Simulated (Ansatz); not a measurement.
Ansatz (a first-principles code) input:

Ansatz 0.2 input:
```yaml
crystal:
  lattice:
    - [4.1760123094, 0.0, 0.0]
    - [0.0, 4.1760123094, 0.0]
    - [0.0, 0.0, 4.1760123094]
  atoms:
    - { symbol: Sn, position: [0.0, 0.0, 0.0] }
    - { symbol: Ba, position: [0.5, 0.5, 0.5] }
    - { symbol: O, position: [0.5, 0.0, 0.0] }
    - { symbol: O, position: [0.0, 0.5, 0.0] }
    - { symbol: O, position: [0.0, 0.0, 0.5] }
kpoints:
  mp_grid: { grid: [7, 7, 7] }
basis: { xc_grid: 2 }
hamiltonian:
  xc: pbe
  pseudopotentials: { kind: paw }
scf:
  occupations: { method: fixed }
checkpoint: { read: static.run }
output: { bader: true, populations: true }
```

Output (shortened):

```
Pseudopotential: Sn, paw, valence charge 14
Pseudopotential: Ba, paw, valence charge 10
Pseudopotential: O, paw, valence charge 6
Functional definition: PBE
Crystal: 5 atoms, lattice volume = 72.826 Å³
Basis set: ecut = 420 eV, 1365 PW (Γ), exchange–correlation on 60×60×60 points (8 copies of the dense FFT grid, shifted against one another)
Bands: 26, of which v1, the nominal top of the filled ones, is band 21 counted from 1 (20 counted from 0)
Symmetry: 48 space group operations
Space group: Pm-3m (ITA 221), of the structure as read, at distance tolerance 4.2e-5 Å
k-points: 20 of 343
Stability of the state it starts from, as read at its close in the unpolarized treatment …
iter 1 solved again at ethr=4.26e-7 eV; its pass at ethr=3.10e-3 eV (dr2=1.79e-4 eV) is discarded
SCF iter   1: F=—  HF=-13679.484873 eV  |F-HF|=—  |Δ(HF+E_count)|=         —  Δρ=3.93e-6  dr2=9.56e-9  ethr=4.26e-7  ⟨swp⟩=3.0  Hψ=3526  notcnv=0  defer=57
preconditioner: auto → Resta (q_TF=auto, 2.489 Å⁻¹)
SCF iter   2: F=—  HF=-13679.484873 eV  |F-HF|=—  |Δ(HF+E_count)|=   3.51e-7  Δρ=3.33e-6  dr2=6.49e-9  ethr=2.28e-11  ⟨swp⟩=11.7  Hψ=3450  notcnv=0
SCF iter   3: F=-13679.484873 eV  HF=-13679.484873 eV  |F-HF|=1.14e-9  |Δ(HF+E_count)|=   1.48e-9  Δρ=1.57e-6  dr2=1.40e-9  ethr=1.55e-11  ⟨swp⟩=1.0  Hψ=1288  notcnv=0
SCF 1 converged in 3 iterations: F = -13679.484873 eV  dr2 = 1.40e-9
SCF converged after 3 iterations
Free energy (F): -13679.484873 eV
Harris-Foulkes:  -13679.484873 eV  (|F-HF|=1.14e-9)
Internal energy: -13679.484873 eV  (E = F + TS)
E sigma→0 (E₀):  -13679.484873 eV
Fermi energy:    9.610275 eV
--- Per-component energies (eV) ---
  E_band       = -42.259858
  E_kinetic    = 884.864123
  E_local      = -2114.837517  (includes V_loc(G=0)·N_el)
  E_nonlocal   = 171.707584
  E_hartree    = 1023.106129
  E_xc         = -771.253552
  E_vxc        = -514.315182  (∫ρ·V_xc dr)
  E_paw        = -9847.830490  (= ΣΔE_a)
  E_vpaw       = -515.898466  (= ΣTr[D̂ρ^β])
  E_aug_tail   = 0.007411  (compensation charges beyond the density's cutoff)
  E_ewald      = -3025.248561
  E_smearing   =  0.000000  (= −TS)
  E_closure    =  0.000000  (closes the sum)
  Σ components = -13679.484873   (vs F -13679.484873, Δ=0.00e0)
  [band-id]    e_kinetic+e_local+e_nonlocal+2·e_hartree+e_vxc+e_vpaw+e_augmentation_tail = -42.259788   (vs E_band -42.259858, Δ=7.01e-5)
--- Band table (eV; the first three rows and the last of 20) ---
  k-point 0: bands = ["-15.3004", "-10.9730", "-10.9730", "-10.2874", "-10.2874", "-10.2874", "-7.8418", "-5.2094", "-5.2094", "-0.5091", "-0.5091", "-0.5091", "5.2579", "5.2579", "5.2579", "8.6738", "8.6738", "8.6738", "9.1737", "9.1737", "9.1737", …
  k-point 1: bands = ["-15.2882", "-10.9725", "-10.9253", "-10.2903", "-10.2903", "-10.2873", "-7.8089", "-5.4431", "-5.2058", "-0.4767", "-0.4767", "-0.4429", "5.1857", "5.2425", "5.2425", "8.5403", "8.6153", "8.6153", "8.6304", "9.1091", "9.1091", …
  k-point 2: bands = ["-15.2607", "-10.9713", "-10.8156", "-10.2968", "-10.2968", "-10.2871", "-7.6787", "-6.0044", "-5.1974", "-0.4019", "-0.4019", "-0.3193", "5.0825", "5.1961", "5.1961", "7.9856", "8.2719", "8.5319", "8.5319", "8.9443", "8.9443", …
  k-point 19: bands = ["-15.1541", "-10.5263", "-10.5263", "-10.3174", "-10.3174", "-10.3162", "-6.8379", "-6.6709", "-6.6709", "-0.8373", "-0.8373", "-0.7791", "1.1754", "7.9946", "8.1353", "8.1353", "8.6848", "8.6848", "9.5326", "9.5326", "9.6103", …
--- Löwdin populations: 5 sites ---
  site symbol       q [e]
     0     Sn     12.4694
     1     Ba      8.1610
     2      O      6.9789
     3      O      6.9789
     4      O      6.9789
  spilling = 0.010304 (of n_electrons = 42.000000)
--- Bader charges: 5 sites ---
  site symbol  charge [e]  shift [e]
     0     Sn      2.4334     0.0133
     1     Ba      1.5451     0.0000
     2      O     -1.3262     0.0044
     3      O     -1.3262     0.0044
     4      O     -1.3262     0.0044
  shift: an alarm, by how much a part of what the PAW files miss would move the charge. Where it is large, compare
  with a run on PAW files of another source; a small one proves nothing
  estimated error of the sums over rays = 6.0e-4 e
```

Cost: very roughly 40 core-seconds on shared cores.

Symmetry was held in the PBE relaxation. At this level the phase is dynamically unstable (imaginary phonons). Scalar-relativistic: spin–orbit coupling is off unless named, which matters more the heavier the elements.

Potentials: the later of the program's two PAW sets.

Ansatz is a plane-wave DFT program.
